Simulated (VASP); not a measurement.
# Sn (Immm) in VASP: further runs

The runs below take Sn through single point, with PBE.

All numbers are computed with VASP 6.6.1; they aren't measurements. Logs are shortened: lines on timing, memory, paths and dates and some standing lists are left out, and cuts for length are marked.

### 1 Starting point

It takes space group Immm (No. 71, orthorhombic). The conventional cell has a = 3.453 Å, b = 3.551 Å, c = 4.677 Å, α = 90.00°, β = 90.00°, γ = 90.00°. Around Sn (site symmetry mmm) lie 12 Sn at 3.41 to 3.55 Å.

This isn't the form of Sn at room conditions, which is tetragonal (white tin).

### 2 Single point, PBE

The input, INCAR:

```
SYSTEM = Sn
ADDGRID = .FALSE.
ALGO = Normal
EDIFF = 1E-7
ENCUT = 450
GGA = PE
ISIF = 2
ISMEAR = 1
LASPH = .TRUE.
LCHARG = .FALSE.
LREAL = .FALSE.
LWAVE = .FALSE.
NELM = 100
PREC = Accurate
SIGMA = 0.2
```

The input, KPOINTS:

```
k-points
0
G
  14 14 14
  0 0 0
```

The input, POSCAR:

```
Sn
1.0
   -1.7265390000      1.7755470000      2.3383420000
    1.7265390000     -1.7755470000      2.3383420000
    1.7265390000      1.7755470000     -2.3383420000
Sn
1
Direct
    0.0000000000      0.0000000000      0.0000000000
```

Potentials or basis: VASP PAW PBE potentials, release 64 (Sn).

Started as:

```sh
> cat potpaw_PBE.64/Sn/POTCAR > POTCAR
> mpirun -np 1 vasp_std > vasp.out
```

OUTCAR:

```text
SYSTEM = Sn
   EDIFF = 1E-7
   ENCUT = 450
   GGA = PE
   ISIF = 2
   ISMEAR = 1
   LASPH = .TRUE.
   LREAL = .FALSE.
   NELM = 100
   PREC = Accurate

 Found    428 irreducible k-points:

 Following reciprocal coordinates:
            Coordinates               Weight
  0.000000  0.000000  0.000000      1.000000
  0.071429  0.000000 -0.000000      4.000000
  0.142857  0.000000  0.000000      4.000000
  0.214286  0.000000 -0.000000      4.000000
  0.285714  0.000000 -0.000000      4.000000
  0.357143  0.000000 -0.000000      4.000000
   k-points           NKPTS =    428   k-points in BZ     NKDIM =    428   number of bands    NBANDS=      6
   number of dos      NEDOS =    301   number of ions     NIONS =      1
   total plane-waves  NPLWV =  13824
   dimension x,y,z NGX =    24 NGY =   24 NGZ =   24
   dimension x,y,z NGXF=    48 NGYF=   48 NGZF=   48
   ions per type =               1
   NGX,Y,Z   is equivalent  to a cutoff of  11.71, 11.71, 11.71 a.u.
   NGXF,Y,Z  is equivalent  to a cutoff of  23.43, 23.43, 23.43 a.u.
 SYSTEM =  Sn
   PREC   = accura    normal or accurate (medium, high low for compatibility)
   ISTART =      0    job   : 0-new  1-cont  2-samecut
   ICHARG =      2    charge: 1-file 2-atom 10-const
   ISPIN  =      1    spin polarized calculation?
   LNONCOLLINEAR =      F non collinear calculations
   LSORBIT =      F    spin-orbit coupling
   LASPH  =      T    aspherical Exc in radial PAW
   ENCUT  =  450.0 eV  33.07 Ry    5.75 a.u.   5.89  5.89  5.89*2*pi/ulx,y,z
   NELM   =    100;   NELMIN=  2; NELMDL= -5     # of ELM steps
   EDIFF  = 0.1E-06   stopping-criterion for ELM
   LREAL  =      F    real-space projection
   EDIFFG = 0.1E-05   stopping-criterion for IOM
   NSW    =      0    number of steps for IOM
   IBRION =     -1    ionic relax: 0-MD 1-quasi-New 2-CG
   NFREE  =      0    steps in history (QN), initial steepest desc. (CG)
   ISIF   =      2    stress and relaxation
   ISYM   =      2    0-nonsym 1-usesym 2-fastsym
   POTIM  = 0.5000    time-step for ionic-motion
   TEBEG  =    0.0;   TEEND  =   0.0 temperature during run
   PSTRESS=    0.0 pullay stress
   NELECT =       4.0000    total number of electrons
   NUPDOWN=      -1.0000    fix difference up-down
   EMIN   =  10.00;   EMAX   =-10.00  energy-range for DOS
   EFERMI =   0.00;   METHOD = LEGACY
   ISMEAR =     1;   SIGMA  =   0.20  broadening in eV -4-tet -1-fermi 0-gaus
   EFERMI_NEDOS =   21; number of points for ismear=-14 and -15
   IALGO  =     38    algorithm
   IMIX   =      4    mixing-type and parameters
     AMIX     =   0.40;   BMIX     =  1.00
     AMIX_MAG =   1.60;   BMIX_MAG =  1.00
  volume/ion in A,a.u.               =      28.67       193.50
  Fermi-wavevector in a.u.,A,eV,Ry     =   0.849055  1.604482  9.808370  0.720895
  Thomas-Fermi vector in A             =   1.964816
   LORBIT       =      0    0 simple, 1 ext, 2 COOP (PROOUT), +10 PAW based schemes
   GGA     = PE    functional components
   LHFCALC =     F    Hartree Fock is set to
   AEXX    =    0.0000 exact exchange contribution
   IVDW    =     0    specifies the selected vdW correction
   LEPSILON=     F    determine dielectric tensor
   LRPA    =     F    only Hartree local field effects (RPA)
 non-spin polarized calculation
 Methfessel and Paxton  Order N= 1 SIGMA  =   0.20
  energy-cutoff  :      450.00
  volume of cell :       28.67
 maximum number of plane-waves:       636
   NGX = 11   NGY = 11   NGZ = 11

 number of electron       4.0000000 magnetization

 Free energy of the ion-electron system (eV)
  ---------------------------------------------------
  ext. energy  EPLUGINS =         0.00000000
  ---------------------------------------------------
  free energy    TOTEN  =        -3.77328756 eV

  energy without entropy =       -3.77276972  energy(sigma->0) =       -3.77311494

 E-fermi :   4.9715     XC(G=0):  -9.9647

 val. band max:        4.9623241916   @ k =  -0.4286  -0.2857   0.0714
 cond. band min:       4.9761791202   @ k =  -0.3571   0.4286   0.1429
 fundamental gap:      0.0138549286
 Fermi energy:         4.9714627905

 k-point     1 :       0.0000    0.0000    0.0000
  band No.  band energies     occupation
      1      -5.8241      2.00000
      2      11.9826      0.00000
      3      12.1245      0.00000
      4      12.5312      0.00000
      5      15.5906      0.00000
      6      15.8029      0.00000

 k-point     2 :       0.0714    0.0000   -0.0000
  band No.  band energies     occupation
      1      -5.7255      2.00000
      2      10.9341      0.00000
      3      11.9785      0.00000
      4      12.3294      0.00000
      5      14.9954      0.00000
      6      16.2820      0.00000

 k-point     3 :       0.1429    0.0000    0.0000
  band No.  band energies     occupation
      1      -5.4300      2.00000
      2       8.8761     -0.00000
      3      11.7529      0.00000
      4      11.8661      0.00000
      5      14.6607      0.00000
      6      16.7782      0.00000

 k-point     4 :       0.2143    0.0000   -0.0000
  band No.  band energies     occupation
      1      -4.9394      2.00000
      2       6.7282     -0.00000
      3      11.3435      0.00000
      4      11.4929      0.00000
      5      14.4480      0.00000
      6      16.5251      0.00000

 k-point     5 :       0.2857    0.0000   -0.0000
  band No.  band energies     occupation
      1      -4.2597      2.00000
      2       4.6928      2.06403
      3      10.8721      0.00000
      4      11.2611      0.00000
      5      14.3498      0.00000
      6      15.8731      0.00000

 k-point     6 :       0.3571    0.0000   -0.0000
  band No.  band energies     occupation
      1      -3.4114      2.00000
      2       2.8511      2.00000
      3      10.5062      0.00000
      4      11.0877      0.00000
      5      14.3622      0.00000
      6      15.3751      0.00000

 [... further k-points ...]

------------------------ aborting loop because EDIFF is reached ----------------------------------------

  FORCE on cell =-STRESS in cart. coord.  units (eV):
  Direction    XX          YY          ZZ          XY          YZ          ZX
  --------------------------------------------------------------------------------------
  -------------------------------------------------------------------------------------
  Total       -0.1178928     -0.2017957     -0.2536047     -0.0000000      0.0000000      0.0000000
  in kB       -6.5875124    -11.2757598    -14.1706998     -0.0000000      0.0000000      0.0000000
  external PRESSURE =     -10.6779907 kB  Pullay stress =       0.0000000 kB

 VOLUME and BASIS-vectors are now :
 -----------------------------------------------------------------------------
  energy-cutoff  :      450.00
  volume of cell :       28.67
      direct lattice vectors                 reciprocal lattice vectors
    -1.726539000  1.775547000  2.338342000     0.000000000  0.281603359  0.213826720
     1.726539000 -1.775547000  2.338342000     0.289596702  0.000000000  0.213826720
     1.726539000  1.775547000 -2.338342000     0.289596702  0.281603359  0.000000000

 POSITION                                       TOTAL-FORCE (eV/Angst)
 -----------------------------------------------------------------------------------
      0.00000      0.00000      0.00000        -0.000000      0.000000      0.000000
 -----------------------------------------------------------------------------------
    total drift:                                0.000000     -0.000000     -0.000000

  FREE ENERGIE OF THE ION-ELECTRON SYSTEM (eV)
  ---------------------------------------------------
  free  energy   TOTEN  =        -3.7732875570 eV

  energy  without entropy=       -3.7727697153  energy(sigma->0) =       -3.77311494
```

Wall time 17 s (1 thread of Intel Xeon 6975P-C (Granite Rapids), shared host); peak memory 0.18 GiB.

The run converged, but some of its settings lie outside the range that counts as converged, so its numbers aren't taken as properties of the crystal.

What came out:

| Quantity | Value |
| --- | --- |
| Free energy | -3.7733 eV |
| Pressure | -1.1 GPa |
| Band gap on the k mesh | none (metal or under the smearing width) |

### 3 Single point, PBE

INCAR is that of step 2.

KPOINTS is that of step 2.

The input, POSCAR:

```
Sn
1.0
   -1.6810770000      1.7214010000      2.3373330000
    1.7271670000     -1.7623000000      2.4024190000
    1.7145940000      1.7948920000     -2.3683880000
Sn
1
Direct
    0.0245380000     -0.0183670000      0.0024320000
```

Potentials or basis: VASP PAW PBE potentials, release 64 (Sn).

Started as:

```sh
> cat potpaw_PBE.64/Sn/POTCAR > POTCAR
> mpirun -np 1 vasp_std > vasp.out
```

Run time: 44 s. Hardware: 1 thread of Intel Xeon 6975P-C (Granite Rapids), shared host; peak memory 0.32 GiB.

The run converged, but some of its settings lie outside the range that counts as converged, so its numbers aren't taken as properties of the crystal.

What came out:

```
Free energy            : -3.7715 eV
Pressure               : -1.1 GPa
Band gap on the k mesh : none (metal or under the smearing width)
```

### 4 Single point, PBE

INCAR, as its differences from that of step 3:

```diff
@@ -4,3 +4,3 @@
 EDIFF = 1E-7
-ENCUT = 450
+ENCUT = 350
 GGA = PE
```

The input, KPOINTS:

```
k-points
0
G
  16 16 16
  0 0 0
```

The input, POSCAR:

```
Sn
1.0
   -1.7265390000      1.7755470000      2.3383420000
    1.7265390000     -1.7755470000      2.3383420000
    1.7265390000      1.7755470000     -2.3383420000
Sn
1
Direct
    0.0000000000      0.0000000000      0.0000000000
```

Potentials or basis: VASP PAW PBE potentials, release 64 (Sn).

Started as:

```sh
> cat potpaw_PBE.64/Sn/POTCAR > POTCAR
> mpirun -np 1 vasp_std > vasp.out
```

OUTCAR:

```text
SYSTEM = Sn
   EDIFF = 1E-7
   ENCUT = 350
   GGA = PE
   ISIF = 2
   ISMEAR = 1
   LASPH = .TRUE.
   LREAL = .FALSE.
   NELM = 100
   PREC = Accurate

 Found    621 irreducible k-points:

 Following reciprocal coordinates:
            Coordinates               Weight
  0.000000  0.000000  0.000000      1.000000
  0.062500  0.000000  0.000000      4.000000
  0.125000  0.000000  0.000000      4.000000
  0.187500  0.000000  0.000000      4.000000
  0.250000  0.000000  0.000000      4.000000
  0.312500  0.000000 -0.000000      4.000000
   k-points           NKPTS =    621   k-points in BZ     NKDIM =    621   number of bands    NBANDS=      6
   number of dos      NEDOS =    301   number of ions     NIONS =      1
   total plane-waves  NPLWV =  13824
   dimension x,y,z NGX =    24 NGY =   24 NGZ =   24
   dimension x,y,z NGXF=    48 NGYF=   48 NGZF=   48
   ions per type =               1
   NGX,Y,Z   is equivalent  to a cutoff of  11.71, 11.71, 11.71 a.u.
   NGXF,Y,Z  is equivalent  to a cutoff of  23.43, 23.43, 23.43 a.u.
 SYSTEM =  Sn
   PREC   = accura    normal or accurate (medium, high low for compatibility)
   ISTART =      0    job   : 0-new  1-cont  2-samecut
   ICHARG =      2    charge: 1-file 2-atom 10-const
   ISPIN  =      1    spin polarized calculation?
   LNONCOLLINEAR =      F non collinear calculations
   LSORBIT =      F    spin-orbit coupling
   LASPH  =      T    aspherical Exc in radial PAW
   ENCUT  =  350.0 eV  25.72 Ry    5.07 a.u.   5.20  5.20  5.20*2*pi/ulx,y,z
   NELM   =    100;   NELMIN=  2; NELMDL= -5     # of ELM steps
   EDIFF  = 0.1E-06   stopping-criterion for ELM
   LREAL  =      F    real-space projection
   EDIFFG = 0.1E-05   stopping-criterion for IOM
   NSW    =      0    number of steps for IOM
   IBRION =     -1    ionic relax: 0-MD 1-quasi-New 2-CG
   NFREE  =      0    steps in history (QN), initial steepest desc. (CG)
   ISIF   =      2    stress and relaxation
   ISYM   =      2    0-nonsym 1-usesym 2-fastsym
   POTIM  = 0.5000    time-step for ionic-motion
   TEBEG  =    0.0;   TEEND  =   0.0 temperature during run
   PSTRESS=    0.0 pullay stress
   NELECT =       4.0000    total number of electrons
   NUPDOWN=      -1.0000    fix difference up-down
   EMIN   =  10.00;   EMAX   =-10.00  energy-range for DOS
   EFERMI =   0.00;   METHOD = LEGACY
   ISMEAR =     1;   SIGMA  =   0.20  broadening in eV -4-tet -1-fermi 0-gaus
   EFERMI_NEDOS =   21; number of points for ismear=-14 and -15
   IALGO  =     38    algorithm
   IMIX   =      4    mixing-type and parameters
     AMIX     =   0.40;   BMIX     =  1.00
     AMIX_MAG =   1.60;   BMIX_MAG =  1.00
  volume/ion in A,a.u.               =      28.67       193.50
  Fermi-wavevector in a.u.,A,eV,Ry     =   0.849055  1.604482  9.808370  0.720895
  Thomas-Fermi vector in A             =   1.964816
   LORBIT       =      0    0 simple, 1 ext, 2 COOP (PROOUT), +10 PAW based schemes
   GGA     = PE    functional components
   LHFCALC =     F    Hartree Fock is set to
   AEXX    =    0.0000 exact exchange contribution
   IVDW    =     0    specifies the selected vdW correction
   LEPSILON=     F    determine dielectric tensor
   LRPA    =     F    only Hartree local field effects (RPA)
 non-spin polarized calculation
 Methfessel and Paxton  Order N= 1 SIGMA  =   0.20
  energy-cutoff  :      350.00
  volume of cell :       28.67
 maximum number of plane-waves:       443
 NGX is ok and might be reduce to    24
   NGX = 11   NGY = 11   NGZ = 11

 number of electron       4.0000000 magnetization

 Free energy of the ion-electron system (eV)
  ---------------------------------------------------
  ext. energy  EPLUGINS =         0.00000000
  ---------------------------------------------------
  free energy    TOTEN  =        -3.77344092 eV

  energy without entropy =       -3.77275307  energy(sigma->0) =       -3.77321163

 E-fermi :   4.9432     XC(G=0):  -9.9656

 val. band max:        4.9404509469   @ k =  -0.3750   0.1250   0.0625
 cond. band min:       4.9461646733   @ k =  -0.4375  -0.3125   0.1250
 fundamental gap:      0.0057137264
 Fermi energy:         4.9432290778

 k-point     1 :       0.0000    0.0000    0.0000
  band No.  band energies     occupation
      1      -5.8251      2.00000
      2      11.9803      0.00000
      3      12.1245      0.00000
      4      12.5298      0.00000
      5      15.5903      0.00000
      6      15.8025      0.00000

 k-point     2 :       0.0625    0.0000    0.0000
  band No.  band energies     occupation
      1      -5.7496      2.00000
      2      11.1551      0.00000
      3      11.9994      0.00000
      4      12.3725      0.00000
      5      15.0508      0.00000
      6      16.2283      0.00000
[... 28 lines left out ...]
 k-point     6 :       0.3125    0.0000   -0.0000
  band No.  band energies     occupation
      1      -3.9603      2.00000
      2       3.9746      2.00000
      3      10.7196      0.00000
      4      11.1869      0.00000
      5      14.3416      0.00000
      6      15.6641      0.00000

 [... further k-points ...]

------------------------ aborting loop because EDIFF is reached ----------------------------------------

  FORCE on cell =-STRESS in cart. coord.  units (eV):
  Direction    XX          YY          ZZ          XY          YZ          ZX
  --------------------------------------------------------------------------------------
  -------------------------------------------------------------------------------------
  Total       -0.1448418     -0.2717903     -0.2144322      0.0000000      0.0000000      0.0000000
  in kB       -8.0933423    -15.1868588    -11.9818538      0.0000000      0.0000000      0.0000000
  external PRESSURE =     -11.7540183 kB  Pullay stress =       0.0000000 kB

 VOLUME and BASIS-vectors are now :
 -----------------------------------------------------------------------------
  energy-cutoff  :      350.00
  volume of cell :       28.67
      direct lattice vectors                 reciprocal lattice vectors
    -1.726539000  1.775547000  2.338342000     0.000000000  0.281603359  0.213826720
     1.726539000 -1.775547000  2.338342000     0.289596702  0.000000000  0.213826720
     1.726539000  1.775547000 -2.338342000     0.289596702  0.281603359  0.000000000

 POSITION                                       TOTAL-FORCE (eV/Angst)
 -----------------------------------------------------------------------------------
      0.00000      0.00000      0.00000         0.000000      0.000000      0.000000
 -----------------------------------------------------------------------------------
    total drift:                                0.000000      0.000000      0.000000

  FREE ENERGIE OF THE ION-ELECTRON SYSTEM (eV)
  ---------------------------------------------------
  free  energy   TOTEN  =        -3.7734409176 eV

  energy  without entropy=       -3.7727530684  energy(sigma->0) =       -3.77321163
```

Wall time 20 s (1 thread of Intel Xeon 6975P-C (Granite Rapids), shared host); peak memory 0.18 GiB.

The run converged, but some of its settings lie outside the range that counts as converged, so its numbers aren't taken as properties of the crystal.

What came out:

```yaml
Free_energy: -3.7734 eV
Pressure: -1.2 GPa
Band_gap_on_the_k_mesh: none (metal or under the smearing width)
```

### 5 Single point, PBE

INCAR is that of step 4.

KPOINTS is that of step 4.

The input, POSCAR:

```
Sn
1.0
   -1.6810770000      1.7214010000      2.3373330000
    1.7271670000     -1.7623000000      2.4024190000
    1.7145940000      1.7948920000     -2.3683880000
Sn
1
Direct
    0.0245380000     -0.0183670000      0.0024320000
```

Started as:

```sh
> cat potpaw_PBE.64/Sn/POTCAR > POTCAR
> mpirun -np 1 vasp_std > vasp.out
```

It took 66 s on 1 thread of Intel Xeon 6975P-C (Granite Rapids), shared host; peak memory 0.32 GiB.

These settings aren't checked as converged: the numbers below hold their error.

Results:

| Property | Result |
| --- | --- |
| Free energy | -3.7731 eV |
| Pressure | -1.2 GPa |
| Band gap on the k mesh | none (metal or under the smearing width) |
